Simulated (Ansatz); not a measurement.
## ZrS2 under changes of volume

One of the cells (23.763 Å³/atom); the others are scaled copies at fixed shape and fractional positions:

```
Zr S
1.0
     3.69138    0.00000    0.00000
    -1.84569    3.19683    0.00000
     0.00000    0.00000    6.04108
Zr S
1 2
Direct
  0.00000 0.00000 0.00000
  0.33333 0.66667 0.23791
  0.66667 0.33333 0.76209
```

The cell is a database's computed one.

* Program: Ansatz 0.2.0
* Functional: LDA
* Potentials or basis: Ansatz PAW
* Cutoff: 420 eV (not typed: the program's choice for these potentials)
* k mesh: 8 × 8 × 5
* Occupations: fermi-dirac, width 0.05 eV
* Spin: no spin polarisation

| volume (Å³/atom) | energy over the lowest point (meV/atom) | pressure (GPa) | gap on the mesh (eV) | largest force (eV/Å) |
| --- | --- | --- | --- | --- |
| 22.337 | ? | ? | ? | ? |
| 22.813 | 0.00 | -1.0 | 0.91 | 0.177 |
| 23.288 | 5.73 | -2.9 | 0.92 | 0.070 |
| 23.763 | 16.75 | -4.6 | 0.93 | 0.300 |
| 24.238 | 32.55 | -6.1 | 0.94 | 0.513 |
| 24.714 | 52.63 | -7.4 | 0.95 | 0.711 |
| 25.189 | 76.56 | -8.7 | 0.96 | 0.895 |

What does the run at 22.337 Å³/atom give?

Energy over the lowest point 0.18 meV/atom; pressure 1.1 GPa; gap on the mesh 0.90 eV; largest force 0.444 eV/Å.

Worked out: A Birch-Murnaghan fit of order 3 (a polynomial in V^(-2/3)) to the other rows has its minimum at 22.59 Å³/atom, just outside them, with B0 = V·E''(V) = 99 GPa and B' = 4.1 at fixed shape and positions, which overstates the stiffness. It gives 0.16 meV/atom at 22.337 Å³/atom, against the run's 0.18, and -dE/dV = 1.1 GPa, against 1.1. A straight line through the other rows of the gap, of slope 0.505 eV per unit of ln V, extrapolates to 0.90 eV, against the run's 0.90.

Energies are extrapolated to zero smearing.

Caveats: odd divisions of the mesh miss points on the zone boundary, where band edges often lie, so the gap on the mesh can be too wide; the PAW data sets come from PBE, with cores solved anew for the run's functional, which leaves a small shift of forces and pressure.

A mesh can miss the band edges. Spin-orbit coupling on Zr is left out.
